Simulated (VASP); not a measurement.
# InP (Fm-3m) in VASP: further runs, part 7 of 7

VASP 6.6.1.

**95. Equation of state, PBEsol, 21.86 Å³/atom**

INCAR

```
PREC     = Accurate       # precision mode
ENCUT    = 500            # plane-wave cutoff, eV
EDIFF    = 1E-6           # SCF threshold, eV
ISMEAR   = 0              # smearing method
SIGMA    = 0.05           # smearing width, eV
LREAL    = Auto         
LASPH    = T              # aspherical terms in the spheres
NELM     = 100            # most SCF steps
ALGO     = Normal         # electronic algorithm
ISIF     = 2              # what is computed and relaxed
LWAVE    = F              # write WAVECAR
LCHARG   = F              # write CHGCAR
GGA      = PS             # functional
ADDGRID  = F
```

KPOINTS

```
Automatic mesh
0
Gamma
  7 7 7
```

POSCAR

```
InP
1.0
    0.0000000000      2.7962499810      2.7962499810
    2.7962499810      0.0000000000      2.7962499810
    2.7962499810      2.7962499810      0.0000000000
In P
1 1
Direct
    0.0000000000      0.0000000000      0.0000000000
    0.5000000000      0.5000000000      0.5000000000
```

On the command line:

```sh
$ cat potpaw_PBE.64/In_d/POTCAR potpaw_PBE.64/P/POTCAR > POTCAR
$ mpirun -np 1 vasp_std > vasp.out
```

It took 8 s on 1 thread of Intel Xeon 6975P-C (Granite Rapids), shared host; peak memory 0.16 GiB.

These settings aren't checked as converged: the numbers below hold their error.

Results:

- Free energy: -8.7516 eV
- Pressure: -5.2 GPa
- Band gap on the k mesh: none (metal or under the smearing width)

Caveat: the PAW data sets were made with another functional, which shifts forces and pressure a little.

**96. Equation of state, PBEsol, 20.59 Å³/atom**

Edit INCAR of step 95 so:

```diff
@@ -2,6 +2,6 @@
 ENCUT    = 500            # plane-wave cutoff, eV
-EDIFF    = 1E-6           # SCF threshold, eV
+EDIFF    = 1E-4           # SCF threshold, eV
 ISMEAR   = 0              # smearing method
 SIGMA    = 0.05           # smearing width, eV
-LREAL    = Auto         
+LREAL    = F              # projectors in reciprocal space
 LASPH    = T              # aspherical terms in the spheres
```

KPOINTS is that of step 95.

POSCAR

```
InP
1.0
    0.0000000000      2.7408640675      2.7408640675
    2.7408640675      0.0000000000      2.7408640675
    2.7408640675      2.7408640675      0.0000000000
In P
1 1
Direct
    0.0000000000      0.0000000000      0.0000000000
    0.5000000000      0.5000000000      0.5000000000
```

Potentials or basis: VASP PAW PBE potentials, release 64 (In_d, P).

On the command line:

```sh
$ cat potpaw_PBE.64/In_d/POTCAR potpaw_PBE.64/P/POTCAR > POTCAR
$ mpirun -np 1 vasp_std > vasp.out
```

Wall time 3.5 s (1 thread of Intel Xeon 6975P-C (Granite Rapids), shared host); peak memory 0.15 GiB.

These settings aren't checked as converged: the numbers below hold their error.

Results:

```
Free energy            : -8.8011 eV
Pressure               : -0.8 GPa
Band gap on the k mesh : none (metal or under the smearing width)
```

Caveat: the PAW data sets were made with another functional, which shifts forces and pressure a little.

**97. Equation of state, PBEsol, 21.86 Å³/atom**

INCAR is that of step 96.

KPOINTS is that of step 96.

POSCAR

```
InP
1.0
    0.0000000000      2.7962499810      2.7962499810
    2.7962499810      0.0000000000      2.7962499810
    2.7962499810      2.7962499810      0.0000000000
In P
1 1
Direct
    0.0000000000      0.0000000000      0.0000000000
    0.5000000000      0.5000000000      0.5000000000
```

On the command line:

```sh
$ cat potpaw_PBE.64/In_d/POTCAR potpaw_PBE.64/P/POTCAR > POTCAR
$ mpirun -np 1 vasp_std > vasp.out
```

It took 4.6 s on 1 thread of Intel Xeon 6975P-C (Granite Rapids), shared host; peak memory 0.16 GiB.

These settings aren't checked as converged: the numbers below hold their error.

What came out:

```yaml
Free_energy: -8.7507 eV
Pressure: -5.1 GPa
Band_gap_on_the_k_mesh: none (metal or under the smearing width)
```

Caveat: the PAW data sets were made with another functional, which shifts forces and pressure a little.

**98. Equation of state, PBEsol, 20.59 Å³/atom**

Edit INCAR of step 97 so:

```diff
@@ -1,4 +1,4 @@
 PREC     = Accurate       # precision mode
-ENCUT    = 500            # plane-wave cutoff, eV
-EDIFF    = 1E-4           # SCF threshold, eV
+ENCUT    = 600            # plane-wave cutoff, eV
+EDIFF    = 1E-6           # SCF threshold, eV
 ISMEAR   = 0              # smearing method
```

KPOINTS is that of step 97.

POSCAR

```
InP
1.0
    0.0000000000      2.7408640675      2.7408640675
    2.7408640675      0.0000000000      2.7408640675
    2.7408640675      2.7408640675      0.0000000000
In P
1 1
Direct
    0.0000000000      0.0000000000      0.0000000000
    0.5000000000      0.5000000000      0.5000000000
```

On the command line:

```sh
$ cat potpaw_PBE.64/In_d/POTCAR potpaw_PBE.64/P/POTCAR > POTCAR
$ mpirun -np 1 vasp_std > vasp.out
```

Wall time 4.8 s (1 thread of Intel Xeon 6975P-C (Granite Rapids), shared host); peak memory 0.17 GiB.

The run converged, but some of its settings lie outside the range that counts as converged, so its numbers aren't taken as properties of the crystal.

Results:

```yaml
Free_energy: -8.8016 eV
Pressure: -1.0 GPa
Band_gap_on_the_k_mesh: none (metal or under the smearing width)
```

Caveat: the PAW data sets were made with another functional, which shifts forces and pressure a little.

**99. Equation of state, PBEsol, 21.86 Å³/atom**

INCAR is that of step 98.

KPOINTS is that of step 98.

POSCAR

```
InP
1.0
    0.0000000000      2.7962499810      2.7962499810
    2.7962499810      0.0000000000      2.7962499810
    2.7962499810      2.7962499810      0.0000000000
In P
1 1
Direct
    0.0000000000      0.0000000000      0.0000000000
    0.5000000000      0.5000000000      0.5000000000
```

Potentials or basis: VASP PAW PBE potentials, release 64 (In_d, P).

On the command line:

```sh
$ cat potpaw_PBE.64/In_d/POTCAR potpaw_PBE.64/P/POTCAR > POTCAR
$ mpirun -np 1 vasp_std > vasp.out
```

Wall time 5 s (1 thread of Intel Xeon 6975P-C (Granite Rapids), shared host); peak memory 0.17 GiB.

The run converged, but some of its settings lie outside the range that counts as converged, so its numbers aren't taken as properties of the crystal.

Results:

| Item | Value |
| --- | --- |
| Free energy | -8.7512 eV |
| Pressure | -5.2 GPa |
| Band gap on the k mesh | none (metal or under the smearing width) |

Caveat: the PAW data sets were made with another functional, which shifts forces and pressure a little.

**100. Equation of state, PBEsol, 20.59 Å³/atom**

Edit INCAR of step 99 so:

```diff
@@ -1,3 +1,3 @@
 PREC     = Accurate       # precision mode
-ENCUT    = 600            # plane-wave cutoff, eV
+ENCUT    = 400            # plane-wave cutoff, eV
 EDIFF    = 1E-6           # SCF threshold, eV
```

KPOINTS

```
Automatic mesh
0
Gamma
  9 9 9
```

POSCAR

```
InP
1.0
    0.0000000000      2.7408640675      2.7408640675
    2.7408640675      0.0000000000      2.7408640675
    2.7408640675      2.7408640675      0.0000000000
In P
1 1
Direct
    0.0000000000      0.0000000000      0.0000000000
    0.5000000000      0.5000000000      0.5000000000
```

On the command line:

```sh
$ cat potpaw_PBE.64/In_d/POTCAR potpaw_PBE.64/P/POTCAR > POTCAR
$ mpirun -np 1 vasp_std > vasp.out
```

Run time: 6.6 s. Hardware: 1 thread of Intel Xeon 6975P-C (Granite Rapids), shared host; peak memory 0.16 GiB.

The run converged, but some of its settings lie outside the range that counts as converged, so its numbers aren't taken as properties of the crystal.

What came out:

| Property | Result |
| --- | --- |
| Free energy | -8.8057 eV |
| Pressure | -1.0 GPa |
| Band gap on the k mesh | none (metal or under the smearing width) |

Caveat: the PAW data sets were made with another functional, which shifts forces and pressure a little.

**101. Equation of state, PBEsol, 21.86 Å³/atom**

INCAR is that of step 100.

KPOINTS is that of step 100.

POSCAR

```
InP
1.0
    0.0000000000      2.7962499810      2.7962499810
    2.7962499810      0.0000000000      2.7962499810
    2.7962499810      2.7962499810      0.0000000000
In P
1 1
Direct
    0.0000000000      0.0000000000      0.0000000000
    0.5000000000      0.5000000000      0.5000000000
```

On the command line:

```sh
$ cat potpaw_PBE.64/In_d/POTCAR potpaw_PBE.64/P/POTCAR > POTCAR
$ mpirun -np 1 vasp_std > vasp.out
```

It took 6.6 s on 1 thread of Intel Xeon 6975P-C (Granite Rapids), shared host; peak memory 0.15 GiB.

These settings aren't checked as converged: the numbers below hold their error.

What came out:

| Quantity | Value |
| --- | --- |
| Free energy | -8.7564 eV |
| Pressure | -5.1 GPa |
| Band gap on the k mesh | none (metal or under the smearing width) |

Caveat: the PAW data sets were made with another functional, which shifts forces and pressure a little.

**102. Equation of state, PBEsol, 20.59 Å³/atom**

Edit INCAR of step 101 so:

```diff
@@ -1,3 +1,3 @@
 PREC     = Accurate       # precision mode
-ENCUT    = 400            # plane-wave cutoff, eV
+ENCUT    = 500            # plane-wave cutoff, eV
 EDIFF    = 1E-6           # SCF threshold, eV
```

KPOINTS is that of step 101.

POSCAR

```
InP
1.0
    0.0000000000      2.7408640675      2.7408640675
    2.7408640675      0.0000000000      2.7408640675
    2.7408640675      2.7408640675      0.0000000000
In P
1 1
Direct
    0.0000000000      0.0000000000      0.0000000000
    0.5000000000      0.5000000000      0.5000000000
```

Potentials or basis: VASP PAW PBE potentials, release 64 (In_d, P).

On the command line:

```sh
$ cat potpaw_PBE.64/In_d/POTCAR potpaw_PBE.64/P/POTCAR > POTCAR
$ mpirun -np 1 vasp_std > vasp.out
```

Wall time 6.8 s (1 thread of Intel Xeon 6975P-C (Granite Rapids), shared host); peak memory 0.16 GiB.

The run converged, but some of its settings lie outside the range that counts as converged, so its numbers aren't taken as properties of the crystal.

What came out:

| Item | Value |
| --- | --- |
| Free energy | -8.8059 eV |
| Pressure | -1.0 GPa |
| Band gap on the k mesh | none (metal or under the smearing width) |

Caveat: the PAW data sets were made with another functional, which shifts forces and pressure a little.

**103. Equation of state, PBEsol, 21.86 Å³/atom**

INCAR is that of step 102.

KPOINTS is that of step 102.

POSCAR

```
InP
1.0
    0.0000000000      2.7962499810      2.7962499810
    2.7962499810      0.0000000000      2.7962499810
    2.7962499810      2.7962499810      0.0000000000
In P
1 1
Direct
    0.0000000000      0.0000000000      0.0000000000
    0.5000000000      0.5000000000      0.5000000000
```

On the command line:

```sh
$ cat potpaw_PBE.64/In_d/POTCAR potpaw_PBE.64/P/POTCAR > POTCAR
$ mpirun -np 1 vasp_std > vasp.out
```

Run time: 8.3 s. Hardware: 1 thread of Intel Xeon 6975P-C (Granite Rapids), shared host; peak memory 0.17 GiB.

These settings aren't checked as converged: the numbers below hold their error.

Results:

```yaml
Free_energy: -8.7566 eV
Pressure: -5.1 GPa
Band_gap_on_the_k_mesh: none (metal or under the smearing width)
```

Caveat: the PAW data sets were made with another functional, which shifts forces and pressure a little.

**104. Optical spectrum, PBE**

INCAR

```
ALGO     = Fast           # electronic algorithm
CSHIFT   = 0.05         
EDIFF    = 1E-7           # SCF threshold, eV
ENCUT    = 520            # plane-wave cutoff, eV
GGA      = PE             # functional
ISIF     = 2              # what is computed and relaxed
ISMEAR   = 0              # smearing method
LASPH    = True           # aspherical terms in the spheres
LCHARG   = False          # write CHGCAR
LOPTICS  = True           # frequency-dependent dielectric function
LREAL    = False          # projectors in reciprocal space
LWAVE    = False          # write WAVECAR
NBANDS   = 57             # bands
NEDOS    = 2000           # points of the DOS
NELM     = 100            # most SCF steps
PREC     = Accurate       # precision mode
SIGMA    = 0.02           # smearing width, eV
```

KPOINTS

```
k-points
0
Gamma
  8 8 8
```

POSCAR

```
InP
1.0
    0.0000000000      2.7688340000      2.7688340000
    2.7688340000      0.0000000000      2.7688340000
    2.7688340000      2.7688340000      0.0000000000
In P
1 1
Direct
    0.0000000000      0.0000000000      0.0000000000
    0.5000000000      0.5000000000      0.5000000000
```

Potentials or basis: VASP PAW PBE potentials, release 64 (In_d, P).

On the command line:

```sh
$ cat potpaw_PBE.64/In_d/POTCAR potpaw_PBE.64/P/POTCAR > POTCAR
$ mpirun -np 1 vasp_std > vasp.out
```

OUTCAR:

```text
EDIFF = 1E-7
   ENCUT = 520
   GGA = PE
   ISIF = 2
   ISMEAR = 0
   LASPH = True
   LREAL = False
   NELM = 100
   PREC = Accurate

 ion  position               nearest neighbor table
   1  0.000  0.000  0.000-   2 2.77   2 2.77   2 2.77   2 2.77   2 2.77   2 2.77
   2  0.500  0.500  0.500-   1 2.77   1 2.77   1 2.77   1 2.77   1 2.77   1 2.77

  LATTYP: Found a face centered cubic cell.
 ALAT       =     5.5376680000

  Lattice vectors:

 A1 = (   0.0000000000,   2.7688340000,   2.7688340000)
 A2 = (   2.7688340000,   0.0000000000,   2.7688340000)
 A3 = (   2.7688340000,   2.7688340000,   0.0000000000)

Analysis of symmetry for initial positions (statically):
=====================================================================
 Subroutine PRICEL returns:
 Original cell was already a primitive cell.

 Routine SETGRP: Setting up the symmetry group for a
 face centered cubic supercell.

 Subroutine GETGRP returns: Found 48 space group operations
 (whereof 48 operations were pure point group operations)
 out of a pool of 48 trial point group operations.

[... 773 lines left out ...]
      0.00000      0.00000      0.00000        -0.000000      0.000000      0.000000
      2.76883      2.76883      2.76883         0.000000     -0.000000     -0.000000
 -----------------------------------------------------------------------------------
    total drift:                               -0.000000      0.000000      0.000000

  FREE ENERGIE OF THE ION-ELECTRON SYSTEM (eV)
  ---------------------------------------------------
  free  energy   TOTEN  =        -7.9084625861 eV

  energy  without entropy=       -7.9083594441  energy(sigma->0) =       -7.90841102

 electrical conductivity sigma (Mega S m-1) (frequency dependency in vasprun.xml)
  --------------------------------------------------------------------------------------
       0.142      -0.000       0.000
      -0.000       0.142      -0.000
       0.000      -0.000       0.142

  frequency dependent IMAGINARY DIELECTRIC FUNCTION (independent particle, no local field effects) density-density
     E(ev)      X         Y         Z        XY        YZ        ZX
  --------------------------------------------------------------------------------------------------------------
     0.00000     0.00000     0.00000     0.00000     0.00000     0.00000     0.00000
     0.82252    23.06446    23.06446    23.06446     0.00000    -0.00000     0.00000
     1.64504     9.55472     9.55472     9.55472     0.00000    -0.00000     0.00000
     2.46756    48.33295    48.33295    48.33295     0.00000    -0.00000     0.00000
     3.29008     7.61970     7.61970     7.61970     0.00000    -0.00000     0.00000
     4.11260     5.44201     5.44201     5.44201    -0.00000    -0.00000     0.00000
[... 92 lines left out ...]
    80.60703     0.00015     0.00015     0.00015     0.00000     0.00000     0.00000
    81.42955     0.00014     0.00014     0.00014     0.00000     0.00000     0.00000

  frequency dependent      REAL DIELECTRIC FUNCTION (independent particle, no local field effects) density-density
     E(ev)        X           Y           Z          XY          YZ          ZX
  --------------------------------------------------------------------------------------------------------------
     0.00000    27.81102    27.81102    27.81102     0.00000    -0.00000     0.00000
     0.82252    17.19503    17.19503    17.19503     0.00000    -0.00000     0.00000
     1.64504    59.12576    59.12576    59.12576     0.00000    -0.00000     0.00000
     2.46756    10.65409    10.65409    10.65409     0.00000     0.00000    -0.00000
     3.29008   -17.60051   -17.60051   -17.60051    -0.00000     0.00000    -0.00000
     4.11260    -8.51391    -8.51391    -8.51391    -0.00000    -0.00000    -0.00000
[... 92 lines left out ...]
    80.60703     0.91381     0.91381     0.91381    -0.00000     0.00000    -0.00000
    81.42955     0.91623     0.91623     0.91623    -0.00000     0.00000    -0.00000

  frequency dependent IMAGINARY DIELECTRIC FUNCTION (independent particle, no local field effects) current-current
     E(ev)      X         Y         Z        XY        YZ        ZX
  --------------------------------------------------------------------------------------------------------------
     0.00000    65.26622    65.26622    65.26622    -0.00000    -0.00000    -0.00000
     0.82252    24.72465    24.72465    24.72465    -0.00000    -0.00000    -0.00000
     1.64504    13.10779    13.10779    13.10779     0.00000     0.00000    -0.00000
     2.46756    48.69973    48.69973    48.69973    -0.00000    -0.00000    -0.00000
     3.29008     7.04749     7.04749     7.04749    -0.00000     0.00000     0.00000
     4.11260     5.20442     5.20442     5.20442     0.00000    -0.00000    -0.00000
[... 92 lines left out ...]
    80.60703     0.00004     0.00004     0.00004     0.00000     0.00000    -0.00000
    81.42955     0.00004     0.00004     0.00004     0.00000     0.00000    -0.00000

  frequency dependent      REAL DIELECTRIC FUNCTION (independent particle, no local field effects) current-current
     E(ev)        X           Y           Z          XY          YZ          ZX
  --------------------------------------------------------------------------------------------------------------
     0.00000    27.71697    27.71697    27.71697    -0.00000    -0.00000    -0.00000
     0.82252    14.07601    14.07601    14.07601    -0.00000    -0.00000    -0.00000
     1.64504    58.54591    58.54591    58.54591    -0.00000     0.00000    -0.00000
     2.46756     8.75541     8.75541     8.75541    -0.00000    -0.00000     0.00000
     3.29008   -17.80924   -17.80924   -17.80924     0.00000     0.00000     0.00000
     4.11260    -8.63666    -8.63666    -8.63666    -0.00000     0.00000     0.00000
[... 92 lines left out ...]
    80.60703     0.91382     0.91382     0.91382     0.00000     0.00000     0.00000
    81.42955     0.91624     0.91624     0.91624     0.00000     0.00000     0.00000
```

OSZICAR:

```text
N       E                     dE             d eps       ncg     rms          rms(c)
DAV:   1     0.164359114374E+03    0.16436E+03   -0.52672E+03  4276   0.372E+02
DAV:   2     0.142769142884E+02   -0.15008E+03   -0.12617E+03  3562   0.155E+02
DAV:   3    -0.766712591697E+01   -0.21944E+02   -0.21357E+02  3910   0.400E+01
DAV:   4    -0.823345469458E+01   -0.56633E+00   -0.56563E+00  3940   0.639E+00
DAV:   5    -0.823746535501E+01   -0.40107E-02   -0.40103E-02  4028   0.554E-01    0.477E+00
RMM:   6    -0.792564336332E+01    0.31182E+00   -0.17492E-02  4678   0.446E-01    0.261E+00
RMM:   7    -0.790894192264E+01    0.16701E-01   -0.32086E-03  4697   0.175E-01    0.123E+00
RMM:   8    -0.790834490881E+01    0.59701E-03   -0.27439E-03  4965   0.186E-01    0.166E-01
RMM:   9    -0.790841644063E+01   -0.71532E-04   -0.36540E-04  5080   0.622E-02    0.756E-02
RMM:  10    -0.790846383458E+01   -0.47394E-04   -0.57045E-05  5100   0.231E-02    0.175E-02
RMM:  11    -0.790846278373E+01    0.10508E-05   -0.85051E-06  5095   0.853E-03    0.690E-03
RMM:  12    -0.790846283946E+01   -0.55729E-07   -0.10418E-06  5334   0.304E-03    0.169E-03
RMM:  13    -0.790846261571E+01    0.22375E-06   -0.18492E-07  4999   0.115E-03    0.490E-04
RMM:  14    -0.790846258608E+01    0.29627E-07   -0.23525E-08  3868   0.416E-04
   1 F= -.79084626E+01 E0= -.79084110E+01  d E =-.103142E-03
 imaginary and real dielectric function
```

stdout:

```text
POSCAR found type information on POSCAR InP
 POSCAR found :  2 types and       2 ions
 scaLAPACK will be used
 LDA part: xc-table for (Slater+PW92), standard interpolation
 POSCAR, INCAR and KPOINTS ok, starting setup
 FFT: planning ... GRIDC
 FFT: planning ... GRID_SOFT
[... 31 lines left out ...]
 num prob  num prob  num prob  num prob  num prob  num prob WARNING in EDDRMM: call to ZHEGV failed, returncode =   6  3     38
 num prob  num prob  num prob  num prob  num prob  num prob  num prob  num prob  num prob WARNING in EDDRMM: call to ZHEGV failed, returncode =   8  4     38
 num prob  num prob  num prob  num prob  num prob  num prob  num prob  num prob  num prob  num prob  num prob  num prob  num prob  num prob RMM:  14    -0.790846258608E+01    0.29627E-07   -0.23525E-08  3868   0.416E-04
 optical routines
 imaginary and real dielectric function
 recalculating local potential from charge density
 direction            1
 direction            2
 direction            3
```

It took 64 s on 1 thread of Intel Xeon Platinum 8559C (Emerald Rapids), shared host; peak memory 0.22 GiB.

Results:

```yaml
Free_energy: -7.9085 eV
Pressure: -0.1 GPa
Band_gap_on_the_k_mesh: none (metal or under the smearing width)
```

Dielectric function (mean over the directions given):
```csv
energy (eV),real part,imaginary part
0.33,29.09,0.45
1.32,34.05,1.96
2.39,23.57,43.63
3.37,-13.97,4.57
4.44,-3.04,6.46
5.43,-10.19,3.48
6.50,-5.32,6.74
7.57,-2.74,3.92
8.55,-1.05,2.81
9.62,-0.83,1.02
10.61,-1.53,1.00
11.68,-1.01,0.75
12.67,-0.47,0.25
13.74,-0.24,0.29
14.81,0.03,0.25
15.79,0.29,0.27
16.86,0.33,0.26
17.85,0.59,0.36
18.92,0.48,0.19
19.99,0.61,0.18
```

Caveat: spectra need much finer meshes, so this one isn't converged; independent-particle spectra lack excitons; the intraband (Drude) part of a metal's response may be missing.
